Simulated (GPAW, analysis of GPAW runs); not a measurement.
# Hyperfine coupling of the NV- centre in diamond (PBEsol) (GPAW)

How near does this set-up come to the measured hyperfine coupling? Subject: NV- centre in diamond. Set-up: PBEsol, plane waves 500 eV, 64-site cell, PBEsol lattice, k: the zone centre alone then 2x2x2 shifted. The model is a cell of 64 host atoms with 1 site emptied and N put on another atom's site. The isotropic coupling follows from the spin density at the nucleus, the nuclear g-factor and the total spin. A local or semilocal functional is the cheapest first rung.

Measured beforehand: 14N, isotropic: -2.51 MHz at 300 K, by EPR (room temperature) (“Hyperfine interaction in the ground state of the negatively charged nitrogen vacancy center in diamond”, 2009, S. Felton et al.). The calculation is set beside it at the end.

Main program and level: GPAW 26.7.0; GPAW plane-wave PAW DFT, PBEsol; relaxation of all atoms of a defect supercell.

## 1. The starting structure

The cell holds 63 atoms: 62 C and 1 N. Its edges and angles: a = 7.108 Å, b = 7.108 Å, c = 7.108 Å, α = 90.0°, β = 90.0°, γ = 90.0°. It derives from C (space group Fd-3m). Nearest the centre at fractional (0.375, 0.375, 0.375): N4 at 1.52 Å, C48 at 1.53 Å, C26 at 1.54 Å, C41 at 1.55 Å, C20 at 2.50 Å, C7 at 2.50 Å, C30 at 2.50 Å, C22 at 2.51 Å. The cell carries charge −1.

The host's primitive cell comes from a first run (GPAW plane-wave PAW DFT, PBEsol; relaxation of cell and atoms of a defect-free cell): vectors of 2.513, 2.513 and 2.513 Å. That is 5.61 Å³ an atom, 1.0 % under the diffraction cell's volume. The supercell is built on it.

## 2. Relaxation, charge −1

Every later number rests on the structure around the defect, so the atoms are relaxed at the host's lattice first.

Input file run.py:

```python
import numpy as np
from ase.io import read, write
from ase.parallel import parprint, world
from gpaw import GPAW, PW
from gpaw import setup_paths
from ase.optimize import BFGS

setup_paths.insert(0, '.')
atoms = read('POSCAR')
magmoms = np.zeros(len(atoms))
magmoms[[3, 6, 5, 4]] = 2 / 4
atoms.set_initial_magnetic_moments(magmoms)
calc = GPAW(mode=PW(500),
            xc='PBEsol',
            kpts={'size': (1, 1, 1), 'gamma': True},
            charge=-1,
            occupations={'name': 'fermi-dirac', 'width': 0.01, 'fixmagmom': True},
            nbands=136,
            convergence={'density': 1e-05, 'forces': 0.001},
            maxiter=150,
            symmetry='off',
            txt='gpaw.txt')
atoms.calc = calc
opt = BFGS(atoms, trajectory='relax.traj', logfile='-')
done = opt.run(fmax=0.02, steps=80)
parprint('Converged:', done)
energy = atoms.get_potential_energy()
forces = atoms.get_forces()
parprint(f'Energy: {energy:.6f} eV, largest force {np.linalg.norm(forces, axis=1).max():.4f} eV/A')
calc.write('gs.gpw')
write('final.xyz', atoms)
parprint('Moments:', atoms.get_magnetic_moments().round(3))
for s in range(calc.get_number_of_spins()):
    parprint('Levels (eV), spin', s, calc.get_eigenvalues(kpt=0, spin=s)[-16:].round(3))
```

Input file POSCAR:

```
C  N  C 
 1.0000000000000000
     7.1084376133739786    0.0000000000000022    0.0000000000000000
     0.0000000000000009    7.1084376133739777    0.0000000000000000
     0.0000000000000000   -0.0000000000000013    7.1084376133739777
 C   N   C  
   3   1  59
Direct
  0.0001213099834020  0.0004124781545525  0.2527805125359411
 -0.0020642007743661  0.2497738462046711 -0.0018984311904270
  0.2485908367420375 -0.0001419460110653 -0.0024310946935154
  0.2524131466626165  0.2513921184874360  0.2503934879568784
  0.1239923648178774  0.1247725775358632  0.3723829305740267
  0.1228462943257330  0.3767587576800066  0.1245705473765177
  0.3725659197440678  0.1254013771413832  0.1263528696038341
 -0.0012807387987452 -0.0001917816248143  0.7475021931433581
  0.0011257089593223  0.2474263459473104  0.4998412766943081
  0.2523877121651973  0.0012125615439924  0.4991370805579193
  0.2475494241526200  0.2498975647774626  0.7513785113589192
  0.1246652518663862  0.1268562919722127  0.8729123624770136
  0.1255359375141956  0.3722600313608160  0.6253484934076478
  0.3746277793917445  0.1238339741166389  0.6275333661942463
  0.3744082950004254  0.3776962073829969  0.8744555180906162
 -0.0001288539379558  0.4993168541586465  0.2527263187711042
  0.0019591364795478  0.7480841317559423 -0.0006382327992112
  0.2513466129802508  0.5023077733860632 -0.0008814308207845
  0.2495342716856101  0.7527745305534522  0.2500343883883234
  0.1269537874783153  0.6250808746533592  0.3770229401600524
  0.1250398586310151  0.8763152259119901  0.1225130947096889
  0.3748022511516677  0.6225169801821263  0.1236917149382487
  0.3747173715244610  0.8751745755416346  0.3777938782565287
  0.0012068750133794  0.4976056477522852  0.7508524304965850
 -0.0021249222699886  0.7491377524162035  0.5016301359292107
  0.2500448264767448  0.5025615710978235  0.4988370510930005
  0.2473726594454823  0.7508683692432296  0.7505090432832322
  0.1221906448901299  0.6251491675684934  0.8750371031627688
  0.1261903834045413  0.8757904335967552  0.6274236987595380
  0.3773760195901903  0.6235105812067534  0.6247713716803696
  0.3752841791954499  0.8740219052094136  0.8776227243261577
  0.5017311855286092  0.0020980156127450  0.2507193262790571
  0.5000903156428971  0.2521068383077226 -0.0018625741691003
  0.7501782017796971 -0.0026894302875205 -0.0008070436148063
  0.7481665955574464  0.2513774034822463  0.2516301822330454
  0.6235239548768022  0.1227215167080752  0.3742611456157274
  0.6270843303396199  0.3763625665724740  0.1236903856335485
  0.8758561221973235  0.1265553751673073  0.1271826535995912
  0.8749418039494781  0.3732626886778576  0.3772123450442127
  0.5008707098416507 -0.0013883071214107  0.7522870447009484
  0.4985124820453374  0.2483655965536345  0.5017412996376887
  0.7494475937922647  0.0018693853265004  0.4979711200201107
  0.7500144758105310  0.2487685594109755  0.7474702854960412
  0.6240008732346268  0.1223816080437515  0.8747512606421169
  0.6249221590065054  0.3741418423014525  0.6276783606941903
  0.8736552892414092  0.1225534433975854  0.6253495945657194
  0.8742136117083315  0.3752658292338371  0.8776883152221797
  0.4978534581714394  0.4987581176701647  0.2486710160590943
  0.5010868864499269  0.7520594320941456 -0.0015790893706945
  0.7474953518334712  0.4997101859798427  0.0012485408564692
  0.7483114241882737  0.7491547143663438  0.2520857401006651
  0.6260991242093776  0.6272210409122890  0.3736677036941259
  0.6271099051694429  0.8731576012217103  0.1247354733618796
  0.8763099312264573  0.6226573621226072  0.1258439402307004
  0.8767383743562400  0.8771868015891584  0.3746652376019862
  0.5015893334995712  0.5018342453059910  0.7485767401069202
  0.5023381413929812  0.7487890899140381  0.5009914116286861
  0.7495953256459146  0.5021660580836695  0.5017494385279360
  0.7526706348590719  0.7491230618474519  0.7501216328274988
  0.6256345799460464  0.6230684094206758  0.8730551686449282
  0.6251466048470925  0.8747791324076652  0.6278010419079565
  0.8738743009099085  0.6246072485729970  0.6275484616418767
  0.8732760032860982  0.8731238963440076  0.8738066135998809
```

The run is started by

```console
$ gpaw-setup -f PBEsol C N
$ OMP_NUM_THREADS=1 mpirun -n 4 gpaw python run.py > stdout
```

What it wrote:

```text
__  _  _
 | _ |_)|_||  |
 |__||  | ||/\| - 26.7.0

Input parameters:
  mode=PW(ecut=500.0),
  charge=-1,
  convergence={'density': 1e-05, 'forces': 0.001},
  kpts=MonkhorstPack(size=(1, 1, 1), gamma=True),
  maxiter=150,
  nbands=136,
  occupations=Occupations(name='fermi-dirac', width=0.01, fixmagmom=True),
  symmetry=Symmetry(point_group=False, time_reversal=False),
  xc=XC(name='PBEsol')

Diagonalizing LCAO Hamiltonian
Converting LCAO to pw mode

                 C        C
            C  C     C C
         C   C C  C   C C
          C C   C C  C   C
          CC    CC C      C
       C    C C      CCC
        C      C C     CC
         CCC C    C C C
          C  N  C  C C   C
       C   C  C C   C C
        C     C  C     C
           C        C

Atoms  # Å, Bohr magnetons
|    | symbol |         x |         y |         z |    initial magnetic moments |
|----|--------|-----------|-----------|-----------|-----------------------------|
|  0 |      C |  0.000862 |  0.002932 |  1.796875 | ( 0.0000,  0.0000,  0.0000) |
|  1 |      C | -0.014673 |  1.775502 | -0.013495 | ( 0.0000,  0.0000,  0.0000) |
|  2 |      C |  1.767092 | -0.001009 | -0.017281 | ( 0.0000,  0.0000,  0.0000) |
|  3 |      N |  1.794263 |  1.787005 |  1.779906 | ( 0.0000,  0.0000,  0.5000) |
|  4 |      C |  0.881392 |  0.886938 |  2.647061 | ( 0.0000,  0.0000,  0.5000) |
|  5 |      C |  0.873245 |  2.678166 |  0.885502 | ( 0.0000,  0.0000,  0.5000) |
|  6 |      C |  2.648362 |  0.891408 |  0.898171 | ( 0.0000,  0.0000,  0.5000) |
|  7 |      C | -0.009104 | -0.001363 |  5.313573 | ( 0.0000,  0.0000,  0.0000) |
|  8 |      C |  0.008002 |  1.758815 |  3.553091 | ( 0.0000,  0.0000,  0.0000) |
|  9 |      C |  1.794082 |  0.008619 |  3.548085 | ( 0.0000,  0.0000,  0.0000) |
| 10 |      C |  1.759690 |  1.776381 |  5.341127 | ( 0.0000,  0.0000,  0.0000) |
| 11 |      C |  0.886175 |  0.901750 |  6.205043 | ( 0.0000,  0.0000,  0.0000) |
| 12 |      C |  0.892364 |  2.646187 |  4.445251 | ( 0.0000,  0.0000,  0.0000) |
| 13 |      C |  2.663018 |  0.880266 |  4.460782 | ( 0.0000,  0.0000,  0.0000) |
| 14 |      C |  2.661458 |  2.684830 |  6.216012 | ( 0.0000,  0.0000,  0.0000) |
| 15 |      C | -0.000916 |  3.549363 |  1.796489 | ( 0.0000,  0.0000,  0.0000) |
| 16 |      C |  0.013926 |  5.317709 | -0.004537 | ( 0.0000,  0.0000,  0.0000) |
[...]
Unit cell  # Å
| periodic |        x |         y |        z |  lengths |    angles |
|----------|----------|-----------|----------|----------|-----------|
|      yes | 7.108438 |  0.000000 | 0.000000 | 7.108438 | 90.000000 |
|      yes | 0.000000 |  7.108438 | 0.000000 | 7.108438 | 90.000000 |
|      yes | 0.000000 | -0.000000 | 7.108438 | 7.108438 | 90.000000 |

Number of symmetries: 1
Symmetry operations  # r_c * U_cc + t_c -> r_c
|   | kind |            matrix            |
|---|------|------------------------------|
| 0 |  E   |  1, 0, 0,  0, 1, 0,  0, 0, 1 |

BZ-sampling:
  Number of BZ points: 1
  Number of IBZ points: 1

  Monkhorst-Pack size: [1, 1, 1]
  Monkhorst-Pack shift: [0, 0, 0]

K-points  # in reciprocal-cell coordinates
|   |                                coordinates |     weight |
|---|--------------------------------------------|------------|
| 0 | (  0.00000000,   0.00000000,   0.00000000) | 1.00000000 |

Plane wave coefficients: 4523
Cutoff: 500.0 eV

Spin-components: 2 (collinear spins)
Bands:           136
Projectors:      315
Spin-degeneracy: 1
Datatype:        float64

Density:
  Valence electrons: 253.0
  Components: 2
  Grid points: [40 40 40]
  Charge: -1.0  # |e|

Potential:
  Grid points: [40 40 40]

species:
  C:
    name:    Carbon
    Z:       6.0
    valence: 4
    core:    2
    charge:  0.0  # [|e|]
    compensation charges:
      type: gauss
      rc: 0.20  # [Å]
      lmax: 2
    cutoffs:
      filter: 1.14  # [Å]
      core: 1.14  # [Å]
    projectors
    | kind |    occ | energy [eV] | rcut [Å] |
    |------|--------|-------------|----------|
    |   2s |  2.000 |     -13.648 |    0.635 |
    |   2p |  2.000 |      -5.232 |    0.635 |
    |    s |        |      13.563 |    0.635 |
    |    p |        |      21.979 |    0.635 |
    |    d |        |       0.000 |    0.635 |

    Using partial waves for C as LCAO basis

  N:
    name:    Nitrogen
    Z:       7.0
    valence: 5
    core:    2
    charge:  0.0  # [|e|]
    compensation charges:
      type: gauss
      rc: 0.18  # [Å]
      lmax: 2
    cutoffs:
      filter: 1.11  # [Å]
      core: 0.96  # [Å]
    projectors
    | kind |    occ | energy [eV] | rcut [Å] |
    |------|--------|-------------|----------|
    |   2s |  2.000 |     -18.455 |    0.603 |
    |   2p |  3.000 |      -7.035 |    0.529 |
    |    s |        |       8.756 |    0.603 |
    |    p |        |      20.177 |    0.529 |
    |    d |        |       0.000 |    0.577 |

    Using partial waves for N as LCAO basis

Reference energy: -64899.611935  # eV

eigensolver:
  PPCG
  Converge bands: occupied
  niter=2

density mixing:
  MSR1-Mixer
  Pratt-step length: 0.05
  Maximum mixing coefficient: 0.75
  Old densities: 10
  SVD Regularization: 0.005
  Good broyden scale: 1.0
  Trust region scale: 1.0
  Backstep threshold: 4.0
  History deletion threshold: 6.0
  Fourier metric: weight=20.0, sigma=0.015

occupation numbers:
  Fixed magnetic moment: 2.000
  Fermi-Dirac:
    width: 0.0100  # eV

poisson solver:
  ecut: 4000.0  # eV
  uniform background charge: -1.0  # electrons

xc functional:
  name: PBEsol with 2 nearest neighbor stencil

Initialization done in: 22.676 s

convergence criteria:
- Maximum integral of absolute [dens]ity change: 1e-05 electrons / valence electron
- Maximum change in the atomic [forces] across last 2 cycles: 0.001 eV/Ang OR
Maximum error relative to the maximum force is below inf
- Maximum [total energy] change in last 3 cyles: 0.0005 eV / valence electron
- Maximum integral of absolute [eigenst]ate change: 4e-08 eV^2 / valence electron
maximum number of iterations: 150

SCF iterations
|iter     | |      energy | eigst |  dens |force |  magmom |
|---------|-|-------------|-------|-------|------|---------|
|iter:   1| | -595.382006 | +0.11 |       |      |  +1.9969|
|iter:   2| | -593.050192 | -1.97 | -0.76 |      |  +1.9971|
|iter:   3| | -578.863557 | -1.20 | -0.79 |      |  +1.9991|
|iter:   4| | -578.902268 | -1.08 | -1.42 |      |  +1.9998|
|iter:   5| | -577.895884 | -1.58 | -1.77 |      |  +1.9998|
|iter:   6| | -577.924828 | -3.11 | -2.21 |      |  +1.9999|
|iter:   7| | -577.927805c| -4.12 | -2.60 |      |  +2.0000|
[...]
|  3 |      N |  1.691138 |  1.691222 |  1.692601 | ( 0.0000,  0.0000,  0.0029) |
[...]
Unit cell  # Å
| periodic |        x |         y |        z |  lengths |    angles |
|----------|----------|-----------|----------|----------|-----------|
|      yes | 7.108438 |  0.000000 | 0.000000 | 7.108438 | 90.000000 |
|      yes | 0.000000 |  7.108438 | 0.000000 | 7.108438 | 90.000000 |
|      yes | 0.000000 | -0.000000 | 7.108438 | 7.108438 | 90.000000 |

Initialization done in: 2.140 s

convergence criteria:
- Maximum integral of absolute [dens]ity change: 1e-05 electrons / valence electron
- Maximum change in the atomic [forces] across last 2 cycles: 0.001 eV/Ang OR
Maximum error relative to the maximum force is below inf
- Maximum [total energy] change in last 3 cyles: 0.0005 eV / valence electron
- Maximum integral of absolute [eigenst]ate change: 4e-08 eV^2 / valence electron
maximum number of iterations: 150

SCF iterations
|iter     | |      energy | eigst |  dens |force |  magmom |
|---------|-|-------------|-------|-------|------|---------|
|iter:   1| | -579.469925c| -4.75 |       |      |  +1.9998|
|iter:   2| | -579.469832c| -6.45 | -3.57 |      |  +1.9999|
|iter:   3| | -579.469632c| -5.39 | -3.63 |      |  +1.9999|
|iter:   4| | -579.469624c| -6.80 | -3.99 |      |  +1.9999|
|iter:   5| | -579.469622c| -7.49c| -4.25 |      |  +2.0000|
|iter:   6| | -579.469622c| -7.80c| -4.69 |      |  +2.0000|
|iter:   7| | -579.469622c| -8.31c| -5.14c|-1.47 |  +2.0000|
|iter:   8| | -579.469622c| -8.93c| -5.63c|-3.56c|  +2.0000|

Converged in 8 steps
SCF loop duration: 25.469 s (3.184 s/step)
Energy contributions relative to reference atoms: (reference = -64899.611935)

Energy contributions:
  Kinetic:         601.149370
  Coulomb:        -524.644337
  Zero:              0.621612
  External:          0.000000
  Xc:             -656.596267
  Entropy:          -0.000000
  Spinorbit:         0.000000
  ----------------------------
  Free energy:    -579.469622
  Extrapolated:   -579.469622

dipole moment: (-3.188844, -3.280306, -2.719579)  # |e|*Ang

Total magnetic moment: (0.000000, 0.000000, 1.999999)

Local magnetic moments
|        x |        y |         z |
|----------|----------|-----------|
[...]
Fermi levels: 15.056, 14.530
Eigenvalues  # (at kpt = [0.000, 0.000, 0.000])
| band index |      eig [eV] | occ [0-1] |      eig [eV] | occ [0-1] |
|------------|---------------|-----------|---------------|-----------|
[...]
|        ... |               |           |               |           |
[...]
Gap: 1.299 eV
Transition (v -> c):
  (s=1, k=0, n=127, [0.00, 0.00, 0.00]) -> (s=0, k=0, n=128, [0.00, 0.00, 0.00])
No difference between direct/indirect transitions

Forces  # eV/Ang
|        x |        y |        z |
|----------|----------|----------|
[...]
C        C
            C  C     C C
         C   C C  C   C C
          C C   C C  C   C
          CC    CC C      C
       C    CCC      CCC
        C      C C    CCC
         CCC C    C C
          C N   C  C C   C
       C   C  C C  C  C
        C     C  C     C
           C        C

Atoms  # Å, Bohr magnetons
|    | symbol |         x |         y |         z |    initial magnetic moments |
|----|--------|-----------|-----------|-----------|-----------------------------|
[...]
|  3 |      N |  1.690834 |  1.690850 |  1.692598 | ( 0.0000,  0.0000,  0.0029) |
[...]
| 55 |      C |  3.552567 |  3.552146 |  5.330526 | ( 0.0000,  0.0000,  0.0076) |
| 56 |      C |  3.552868 |  5.328303 |  3.554561 | ( 0.0000,  0.0000,  0.0076) |
| 57 |      C |  5.328470 |  3.552152 |  3.554688 | ( 0.0000,  0.0000,  0.0076) |
| 58 |      C |  5.330404 |  5.329684 |  5.332423 | ( 0.0000,  0.0000,  0.0010) |
| 59 |      C |  4.441300 |  4.441094 |  6.221021 | ( 0.0000,  0.0000, -0.0017) |
| 60 |      C |  4.441684 |  6.218424 |  4.443507 | ( 0.0000,  0.0000, -0.0017) |
| 61 |      C |  6.219034 |  4.440772 |  4.443571 | ( 0.0000,  0.0000, -0.0017) |
| 62 |      C |  6.218966 |  6.218425 |  6.220841 | ( 0.0000,  0.0000,  0.0011) |

Unit cell  # Å
| periodic |        x |         y |        z |  lengths |    angles |
|----------|----------|-----------|----------|----------|-----------|
|      yes | 7.108438 |  0.000000 | 0.000000 | 7.108438 | 90.000000 |
|      yes | 0.000000 |  7.108438 | 0.000000 | 7.108438 | 90.000000 |
|      yes | 0.000000 | -0.000000 | 7.108438 | 7.108438 | 90.000000 |

Initialization done in: 2.131 s

convergence criteria:
- Maximum integral of absolute [dens]ity change: 1e-05 electrons / valence electron
- Maximum change in the atomic [forces] across last 2 cycles: 0.001 eV/Ang OR
Maximum error relative to the maximum force is below inf
- Maximum [total energy] change in last 3 cyles: 0.0005 eV / valence electron
- Maximum integral of absolute [eigenst]ate change: 4e-08 eV^2 / valence electron
maximum number of iterations: 150

SCF iterations
|iter     | |      energy | eigst |  dens |force |  magmom |
|---------|-|-------------|-------|-------|------|---------|
|iter:   1| | -579.469960c| -5.16 |       |      |  +1.9996|
|iter:   2| | -579.469937c| -6.92 | -3.78 |      |  +1.9996|
|iter:   3| | -579.469872c| -5.93 | -3.83 |      |  +1.9997|
|iter:   4| | -579.469868c| -7.18 | -4.20 |      |  +1.9998|
|iter:   5| | -579.469868c| -7.77c| -4.49 |      |  +1.9999|
|iter:   6| | -579.469867c| -8.01c| -4.85 |      |  +2.0000|
|iter:   7| | -579.469867c| -8.40c| -5.26c|-1.75 |  +2.0000|
|iter:   8| | -579.469867c| -8.91c| -5.74c|-3.62c|  +2.0000|

Converged in 8 steps
SCF loop duration: 25.666 s (3.208 s/step)
Energy contributions relative to reference atoms: (reference = -64899.611935)

Energy contributions:
  Kinetic:         601.126296
  Coulomb:        -524.625839
  Zero:              0.621613
  External:          0.000000
  Xc:             -656.591937
  Entropy:          -0.000000
  Spinorbit:         0.000000
  ----------------------------
  Free energy:    -579.469867
  Extrapolated:   -579.469867

dipole moment: (-3.215004, -3.295825, -2.739827)  # |e|*Ang

Total magnetic moment: (0.000000, 0.000000, 1.999997)

Local magnetic moments
|        x |        y |         z |
|----------|----------|-----------|
[...]
Fermi levels: 15.056, 14.530
Eigenvalues  # (at kpt = [0.000, 0.000, 0.000])
| band index |      eig [eV] | occ [0-1] |      eig [eV] | occ [0-1] |
|------------|---------------|-----------|---------------|-----------|
[...]
|        ... |               |           |               |           |
[...]
|        128 |        16.132 |     0.000 |        16.159 |     0.000 |
|        129 |        16.176 |     0.000 |        16.196 |     0.000 |
|        130 |        16.177 |     0.000 |        16.197 |     0.000 |
|        131 |        16.331 |     0.000 |        16.355 |     0.000 |
|        132 |        16.335 |     0.000 |        16.379 |     0.000 |
|        133 |        16.336 |     0.000 |        16.380 |     0.000 |
|        134 |        16.658 |     0.000 |        16.685 |     0.000 |
|        135 |        16.666 |     0.000 |        16.689 |     0.000 |

Gap: 1.299 eV
Transition (v -> c):
  (s=1, k=0, n=127, [0.00, 0.00, 0.00]) -> (s=0, k=0, n=128, [0.00, 0.00, 0.00])
No difference between direct/indirect transitions

Forces  # eV/Ang
|        x |        y |        z |
|----------|----------|----------|
[...]
|  0.00361 |  0.00581 | -0.00462 |  # C   55
| -0.00089 | -0.00710 |  0.00074 |  # C   56
| -0.00176 |  0.00236 |  0.00103 |  # C   57
|  0.00666 |  0.01274 |  0.00606 |  # C   58
|  0.00200 | -0.00318 |  0.00308 |  # C   59
| -0.00495 |  0.00656 | -0.00136 |  # C   60
|  0.00234 |  0.00522 | -0.00298 |  # C   61
| -0.00196 |  0.00609 |  0.00356 |  # C   62

# Writing to gs.gpw (mode='')
```

Run time: 5.9 min. Hardware: 4 MPI ranks of Arm Neoverse N1, shared host; peak memory 1.6 GiB; 23 min of CPU time.

(Continued in part 2 of 2.)

[Logs are printed without paths, hosts, clocks, repeated set-up lines and the standing remarks that a program may print on its own settings, such as how far it seeks lower states.]

[Hosts, paths, dates, database ids (printed as entryN), source tags and the programs' standing remarks are cut or masked in the printed files.]

[For some hosts the program warned that the k-mesh of the response run may be too coarse for force constants and the static dielectric constant; such warnings are not shown here.]
